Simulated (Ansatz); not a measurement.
# TiSi2 (P6/mmm) in Ansatz: projected density of states with PBE

Aim: the projected density of states of TiSi2 with PBE.

All numbers are computed with Ansatz 0.2.0; they aren't measurements. Logs are shortened: lines on timing, memory, paths and dates and some standing lists are left out, and cuts for length are marked.

## 1. Starting point

It takes space group P6/mmm (No. 191, hexagonal). Conventional cell: a = 4.375 Å, b = 4.375 Å, c = 2.561 Å, α = 90.00°, β = 90.00°, γ = 120.00°. Around Ti (site symmetry 6/mmm) lie 2 Ti at 2.56 Å and 12 Si at 2.83 Å. Around Si (site symmetry -6m2) lie 5 Si at 2.53 to 2.56 Å and 6 Ti at 2.83 Å.

The cell was built by a generator and needn't be a form met in nature.

## 2. Projected density of states, PBE

File input.yaml:

```yaml
crystal:
  lattice:
    - [4.37464, 0.0, 0.0]
    - [-2.18732, 3.78855, 0.0]
    - [0.0, 0.0, 2.56101]
  atoms:
    - { symbol: Ti, position: [0.0, 0.0, 0.0] }
    - { symbol: Si, position: [0.33333, 0.66667, 0.5] }
    - { symbol: Si, position: [0.66667, 0.33333, 0.5] }
kpoints:
  mp_grid: { grid: [7, 7, 10] }
  band_path:
    path:
      - [0.0, 0.0, 0.0]
      - [0.5, 0.0, 0.0]
      - [0.3333333333, 0.3333333333, 0.0]
      - [0.0, 0.0, 0.0]
      - [0.0, 0.0, 0.5]
      - [0.5, 0.0, 0.5]
      - [0.3333333333, 0.3333333333, 0.5]
      - [0.0, 0.0, 0.5]
    npoints: 8
scf:
  occupations: { method: fermi_dirac, width: 0.05 }
hamiltonian:
  xc: pbe
  pseudopotentials: { kind: all_electron, lapw: { basis_error: 0.002 } }
output:
  forces: true
  stress: true
  eigenvalues: true
  fatbands: true
  dos: { projected: true, de: 0.1, e_range: [-14, 6] }
  populations: true
```

Potentials or basis: all-electron LAPW, scalar-relativistic.

Launch:

```bash
$ ansatz run input.yaml --threads 2 --pin off --max-ram 6144MiB --backend cpu --events-out ev --progress --plain --runs-dir out
```

Standard output:

```text
Warning: the atoms were moved onto the symmetric positions of the space group found under crystal.symmetry.tolerance 1.0e-5 (fractional; no operation is sought that the atoms, as they stand in a round, miss by more than twice it, and no atom is moved by as much as it), and the run uses the moved positions. Before a round's move an operation carried an atom to 4.37e-5 Å from where it should land, the largest such distance. Atom 1 (counting from 0) moved farthest, by 2.53e-5 Å; the longest move in fractions of the cell, of whichever atom, is 0.47 of the tolerance, in 1 round. To run the atoms as typed, lower crystal.symmetry.tolerance until the operations that they miss are no longer found, or set crystal.symmetry.detect: false (a key that needs symmetry detection or time reversal refuses this as the deck is read). The positions used, in the order of the run's atom list: position: [0.0, 0.0, 0.0]; position: [0.3333333333333333, 0.6666666666666666, 0.5]; position: [0.6666666666666666, 0.3333333333333333, 0.5]; The lattice was moved too: crystal.lattice keeps the space group found at crystal.symmetry.tolerance 1.0e-5 only nearly: the operation that it misses by the most changes a squared length by the fraction 2.87e-7. The run uses the lattice that is a stretch of the typed one, with no rotation, onto the one that keeps every operation to a double's rounding (on a very oblique basis the stretch itself rounds by more); the deck's lattice vector that moved farthest moved by 3.62e-7 Å. To run the lattice as typed, set crystal.symmetry.tolerance under 2.86e-7, the least fraction by which an operation that the lattice misses changes a squared length (the same key also sets how far an atom may lie from its image, so lowering it can lose operations that the atoms keep only within it), or set crystal.symmetry.detect: false, as for the atoms. crystal.lattice made exact, in Å and degrees: [[4.374640362338372, 0.0, 0.0], [-2.187320181169186, 3.7885496862057915, 0.0], [0.0, 0.0, 2.56101]]. Pasted over the deck's crystal.lattice, beside positions in fractional coordinates, it runs the same cell (given as lengths and angles, that cell in the form's own orientation, a rigid turn of the misfit's size from the one run here, for which a checkpoint.post_process_only pass over this run's state can be refused: where this run relaxes nothing, give such a pass this deck's own crystal.lattice, as typed; behind a relaxation, as crystal.lattice, the state's own cell, identity.cell in its checkpoint.json), and a matrix so pasted ends this notice, except on a very skew basis of the lattice, where the rounding of the pasted numbers themselves can read as a misfit: the cell is then moved again, and that move is told again. The lattice as run is in this notice's lattice.as_run_ang field (Run.prep()["deck_notices"] in Python, the deck_notice line of an events file, deck_notices of ansatz run --dry-run=json, or deck_notices in record.json in the deck's checkpoint.write directory).
Warning: RAYON_NUM_THREADS=2 ignored (pool sized by the plan → 2); use --threads N
Ti: projections on atomic orbitals take those of the free atom 1s2 2s2 2p6 3s2 3p6 3d2 4s2, of charge +0.00 (hamiltonian.pseudopotentials.projection_atoms)
Si: projections on atomic orbitals take those of the free atom 1s2 2s2 2p6 3s2 3p2, of charge +0.00 (hamiltonian.pseudopotentials.projection_atoms)
LAPW: plane waves up to 8.261 Å⁻¹, error target 2.0e-3 eV per atom; small_component_spin mean_spin; Si in spheres of 1.263 Å, 12 of its electrons in bands, Dirac shells []; Ti in spheres of 1.281 Å, 12 of its electrons in bands, Dirac shells [] (how accurate: hamiltonian.pseudopotentials.lapw.basis_error, Limitations)
Engine: ansatz 0.2.0, x86_64-unknown-linux-gnu
Pseudopotentials: kind: all_electron
Pseudopotential: Ti, LAPW, valence charge 12, lapw/all_electron/scalar/gaussian/Ti, Koelling and Harmon's equation, gaussian nucleus
Pseudopotential: Si, LAPW, valence charge 12, lapw/all_electron/scalar/gaussian/Si, Koelling and Harmon's equation, gaussian nucleus
Functional definition: PBE
  parameter kappa = 0.804
  parameter beta = 0.06672455060314922
  exchange = pbe_x(kappa = kappa, mu = beta*pi^2/3)
  correlation = pbe_c(beta = beta)
Crystal: 3 atoms, lattice volume = 42.445 Å³
Basis set: ecut = 259.9847683201249 eV, 415 PW (Γ), exchange–correlation at level 2
Bands: 22, of which v1, the nominal top of the filled ones, is band 18 counted from 1 (17 counted from 0)
Symmetry: 24 space group operations
Space group: P6/mmm (ITA 191), of the structure as read, at distance tolerance 3.5e-5 Å
k-points: 48 of 490
Non-local potential: Ti, projectors of the file, none
Non-local potential: Si, projectors of the file, none
Initial density: superposition of atomic densities (chi_scale 0.1, normalization cell, long waves kept (reshape's long-wave potential 0.00 eV rms))
Initial wavefunctions: plane waves of lowest kinetic energy (no species holds an atomic orbital)
[... 14 lines left out ...]
SCF converged after 8 iterations
Free energy (F): -39018.609148 eV
Harris-Foulkes:  -39018.609148 eV  (|F-HF|=1.10e-9)
Internal energy: -39018.592594 eV  (E = F + TS)
E sigma→0 (E₀):  -39018.600871 eV
Entropy (-TS):   -0.016555 eV (-5.518 meV/atom)
Fermi energy:    14.338952 eV
--- Per-component energies (eV) ---
  E_band       = -1475.678802
  E_kinetic    = 39286.116864
  E_xc         = -2287.914089
  E_electrostatic = -76016.795369  (all electrons and nuclei)
  E_smearing   = -0.016555  (= −TS)
  E_closure    = 0.000000  (closes the sum)
  E_atoms      = -39000.334816  (free atoms, spherical and without spin; not in F)
  Σ components = -39018.609148   (vs F -39018.609148, Δ=0.00e0)
  Basis errors (estimates in eV, not in F): energy 2.0e-4 per atom: plane waves 1.1e-4 (5.9e-5 summed), levels above the bands 3.2e-24, relativity 1.0e-8, radial functions 8.4e-5, core shells 8.4e-7; eigenvalues (radial functions only) 2.1e-6; not estimated: angular momenta, meshes, grids; target (lapw.basis_error) 2.0e-3; muffin-tin radii Si 1.263 Å, Ti 1.281 Å
--- Forces (eV/Å), atoms counted from 1 ---
  atom   1  Ti    -0.00000000    -0.00000000     0.00000000
  atom   2  Si     0.00000000     0.00000000    -0.00000000
  atom   3  Si     0.00000000    -0.00000000     0.00000000
  max |Σ_I F_I| component: 2.31e-18 eV/Å
--- Stress (GPa, compression-positive) ---
        0.106806       0.000000       0.000000
        0.000000       0.106806      -0.000000
        0.000000      -0.000000      -0.758840
  P = ⅓ Tr σ = -0.1817 GPa (-1.817 kbar)
--- Band table (eV; the first three rows and the last of 48) ---
  k-point 0: bands = ["-120.1554", "-120.1534", "-76.2030", "-76.2016", "-76.1971", "-76.1971", "-76.1886", "-76.1886", "-42.3649", "-18.6877", "-18.6877", "-18.0506", "1.1431", "9.1002", "9.1002", "9.2406", "12.6802", "13.3581", "13.3581", "17.2078", "17.2078", "17.7172"]
  k-point 1: bands = ["-120.1553", "-120.1533", "-76.2039", "-76.2026", "-76.1971", "-76.1971", "-76.1885", "-76.1885", "-42.3492", "-18.6743", "-18.6743", "-18.1577", "1.3688", "9.2978", "9.2978", "9.4534", "12.9444", "13.2453", "13.2453", "17.3174", "17.3174", "17.6669"]
  k-point 2: bands = ["-120.1550", "-120.1531", "-76.2065", "-76.2051", "-76.1968", "-76.1968", "-76.1883", "-76.1883", "-42.3079", "-18.6391", "-18.6391", "-18.4324", "2.0380", "9.8868", "9.8868", "10.0853", "12.9274", "12.9274", "13.0849", "16.5989", "17.4325", "17.4325"]
  k-point 47: bands = ["-120.1536", "-120.1532", "-76.2127", "-76.2124", "-76.1970", "-76.1930", "-76.1912", "-76.1872", "-42.1976", "-19.1154", "-18.5524", "-18.5503", "7.1512", "8.0836", "9.1990", "9.8944", "11.2556", "14.1375", "14.6844", "15.6985", "15.7313", "16.2773"]
--- Löwdin populations: 3 sites ---
  site symbol       q [e]
     0     Ti     21.5470
     1     Si     14.1182
     2     Si     14.1182
  spilling = 0.004330 (of n_electrons = 50.000000)
```

It took 13 s on 2 threads of Intel Xeon Platinum 8259CL at 2.50GHz (Skylake/Cascade Lake), shared host; peak memory 0.39 GiB.

Results:

* Free energy: -39018.6091 eV
* Pressure: -0.2 GPa
* Band gap along the path: none (metal or under the smearing width)

Levels at the corners of the path, in eV from the Fermi level:
```csv
point,band 14,band 15,band 16,band 17,band 18,band 19,band 20,band 21,band 22
Γ,-5.24,-5.24,-5.10,-1.66,-0.98,-0.98,2.87,2.87,3.38
M,-10.23,-5.33,-4.15,-0.81,-0.61,2.46,2.56,2.81,3.56
K,-10.64,-7.07,-1.27,-1.21,-1.21,2.66,2.66,2.98,3.40
Γ,-5.24,-5.24,-5.10,-1.66,-0.98,-0.98,2.87,2.87,3.38
A,-7.07,-2.30,-2.30,-0.86,-0.86,-0.84,-0.29,-0.29,1.36
L,-5.39,-5.27,-4.55,-3.78,0.96,1.18,1.23,1.70,2.25
H,-6.77,-4.77,-4.77,-3.03,-0.39,0.79,0.79,1.66,1.66
A,-7.07,-2.30,-2.30,-0.86,-0.86,-0.84,-0.29,-0.29,1.36
```

States per cell in windows of 0.5 eV (zero at the Fermi level; states under -8 eV left out):
```tsv
from (eV)	total	Ti1 3d	Si2 3p	Si3 3p	Si2 3s	Si3 3s	Ti1 4s
-8.0	0.30	0.04	0.06	0.06	0.07	0.07	0.00
-7.5	0.20	0.02	0.05	0.05	0.04	0.04	0.00
-7.0	0.24	0.02	0.06	0.06	0.04	0.04	0.01
-6.5	0.39	0.03	0.13	0.13	0.04	0.04	0.02
-6.0	0.45	0.03	0.17	0.17	0.03	0.03	0.02
-5.5	0.55	0.05	0.22	0.22	0.02	0.02	0.01
-5.0	0.57	0.07	0.21	0.21	0.03	0.03	0.01
-4.5	0.58	0.10	0.21	0.21	0.02	0.02	0.01
-4.0	0.36	0.07	0.12	0.12	0.01	0.01	0.01
-3.5	0.63	0.15	0.19	0.19	0.03	0.03	0.02
-3.0	0.88	0.23	0.24	0.24	0.05	0.05	0.04
-2.5	0.87	0.28	0.23	0.23	0.03	0.03	0.03
-2.0	0.50	0.20	0.11	0.11	0.02	0.02	0.02
-1.5	0.66	0.33	0.13	0.13	0.02	0.02	0.02
-1.0	1.13	0.71	0.16	0.16	0.02	0.02	0.01
-0.5	0.82	0.52	0.09	0.09	0.03	0.03	0.02
0.0	0.91	0.48	0.08	0.08	0.06	0.06	0.06
0.5	0.98	0.61	0.09	0.09	0.05	0.05	0.02
1.0	0.74	0.47	0.06	0.06	0.03	0.03	0.03
1.5	1.41	0.93	0.13	0.13	0.05	0.05	0.02
2.0	1.57	1.09	0.12	0.12	0.06	0.06	0.02
2.5	1.50	1.12	0.10	0.10	0.05	0.05	0.03
3.0	0.53	0.22	0.07	0.07	0.03	0.03	0.06
3.5	0.54	0.21	0.08	0.08	0.03	0.03	0.04
4.0	0.01	0.00	0.00	0.00	0.00	0.00	0.00
4.5	0.00	0.00	0.00	0.00	0.00	0.00	0.00
5.0	0.00	0.00	0.00	0.00	0.00	0.00	0.00
5.5	0.00	0.00	0.00	0.00	0.00	0.00	0.00
```
